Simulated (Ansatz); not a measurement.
An Ansatz run on a 2-atom cell of CdTe started from a crystallographic database left the output below. Cell and atoms come from a relaxation with r2SCAN.

The cell given to it:
```
Cd Te
1.0
     0.00000    3.27990    3.27990
     3.27990    0.00000    3.27990
     3.27990    3.27990    0.00000
Cd Te
1 1
Direct
  0.00000 0.00000 0.00000
  0.25000 0.25000 0.25000
```

What the program printed (shortened):
```
Crystal: 2 atoms, lattice volume = 70.569 Å³
Basis set: ecut = 420 eV, 1411 PW (Γ)
Bands: 22, of which v1, the nominal top of the filled ones, is band 18 counted from 1 (17 counted from 0)
Symmetry: 24 space group operations
Space group: F-43m (ITA 216)
k-points: 8 of 64 (time reversal used)
preconditioner: auto → none  [insulator: Δε(μ)=0.640 eV  ℏωp=18.8 eV]
Free energy (F): -15235.274291 eV
Fermi energy:    6.983416 eV
--- G₀W₀: ω_p = 26.5218 eV, 64 q-points, 265 empty bands' worth ---
    ik  band        ε_KS         Σx   Σc(E_QP)       V_xc       Z   E_QP_lin       E_QP  E_QP is
     0    17      6.9834   -17.6565     1.4471   -15.6268  0.7878     6.3986     6.4007  root
     0    18      6.9834   -17.6565     1.4471   -15.6268  0.7878     6.3986     6.4007  root
     0    19      7.6338    -9.3169    -3.7975   -13.1924  0.8040     7.7118     7.7118  root
     0    20     11.6046    -6.4530    -4.2114   -10.6696  0.7999    11.6099    11.6099  root
     1    17      6.5847   -17.0714     1.5224   -14.9217  0.7870     5.9548     5.9574  root
     1    18      6.5847   -17.0714     1.5224   -14.9217  0.7870     5.9548     5.9574  root
     1    19      8.9008    -8.7146    -3.8630   -12.6353  0.8010     8.9585     8.9585  root
     1    20     12.1340    -6.5653    -4.3284   -10.9219  0.7976    12.1621    12.1621  root
     2    17      6.2598   -16.7059     1.6176   -14.4229  0.7859     5.5914     5.5945  root
     2    18      6.2598   -16.7059     1.6176   -14.4229  0.7859     5.5914     5.5945  root
     2    19      8.7569    -8.2675    -3.8500   -12.1555  0.8031     8.7950     8.7949  root
     2    20     12.1864    -6.3285    -4.2561   -10.5777  0.7995    12.1796    12.1796  root
     3    17      5.9711   -16.2674     1.6592   -13.9169  0.7856     5.2764     5.2798  root
     3    18      5.9711   -16.2674     1.6592   -13.9169  0.7856     5.2764     5.2798  root
     3    19      9.8558    -9.2531    -3.9920   -13.3611  0.7954     9.9719     9.9718  root
     3    20     10.3358    -5.9941    -3.8839    -9.7197  0.8087    10.1776    10.1774  root
     6    17      5.2387   -15.5258     1.8883   -12.8675  0.7820     4.4641     4.4687  root
     6    18      5.2387   -15.5258     1.8883   -12.8675  0.7820     4.4641     4.4687  root
     6    19      9.6546    -8.0576    -3.8330   -11.8918  0.8013     9.6557     9.6557  root
     6    20      9.6634    -5.6951    -3.6765    -9.1406  0.8126     9.4327     9.4323  root
```

The points are ik 0 = (0, 0, 0) (Γ), ik 1 = (0, 0, 1/4), ik 2 = (0, 0, -1/2), ik 3 = (0, 1/4, 1/4), ik 6 = (0, -1/2, -1/2); band 18 is the last filled one.

Problem. Which of these blocks stood in the input: relax, gw, phonons, dielectric, magnetization (spin_orbit)?

Solution. gw. The quasiparticle table needs the gw block.

Problem. Which k mesh was typed?

Solution. 4×4×4, Γ-centred.

Problem. How were the bands filled?

Solution. Fixed occupations.

Problem. Which functional?

Solution. PBE. Close relatives of this functional can't be ruled out from these lines alone.

Run as `ansatz run input.yaml --threads 2 --pin off --max-ram 3686MiB --backend cpu --events-out ev --progress --plain --runs-dir out`. It took 110 s on 2 threads of Intel(R) Xeon(R) Processor @ 2.50GHz (Skylake/Cascade Lake), on a shared host; peak host memory 0.74 GiB.

No spin polarisation and no zero-point or thermal motion.

For so narrow a gap this mesh doesn't settle the screening, and the bands and cutoff are finite.
